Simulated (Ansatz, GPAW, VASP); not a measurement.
# Si: 3 runs at one level of theory

```xyz
2
Lattice="0.0000 2.7219 2.7219 2.7219 0.0000 2.7219 2.7219 2.7219 0.0000" Properties=species:S:1:pos:R:3 pbc="T T T"
Si    2.7219    2.7219    2.7219
Si    4.0828    4.0828    4.0828
```

Alike in all runs: task single point; functional PBE; k mesh 8 × 8 × 8; occupations gaussian, width 0.013 eV; no spin polarisation; no spin-orbit coupling. Pressure is positive in compression and, in plane waves, holds the error of the finite cutoff.

| program and potentials | plane-wave cutoff (eV) | notes | band gap (eV) | pressure (GPa) |
| --- | --- | --- | --- | --- |
| Ansatz, all-electron LAPW, scalar-relativistic | - | - | 0.63 | 1.31 |
| GPAW, GPAW PAW data sets (gpaw-data 1.2.1) | 600 | - | 0.62 | 1.61 |
| VASP, PBE PAW files Si, 520 eV | 520 | - | 0.63 | 1.26 |

The band gap spans 0.62 (GPAW, GPAW PAW data sets (gpaw-data 1.2.1)) to 0.63 eV (VASP, PBE PAW files Si, 520 eV), with all-electron results at 0.63. The pressure spans 1.26 (VASP, PBE PAW files Si, 520 eV) to 1.61 GPa (GPAW, GPAW PAW data sets (gpaw-data 1.2.1)), with all-electron results at 1.31. The gap is indirect and read on the mesh alone.

Differences between rows come from potentials, basis sets and numerical settings, since the functional is the same but for its coding. Runs on potential files found faulty are left out.
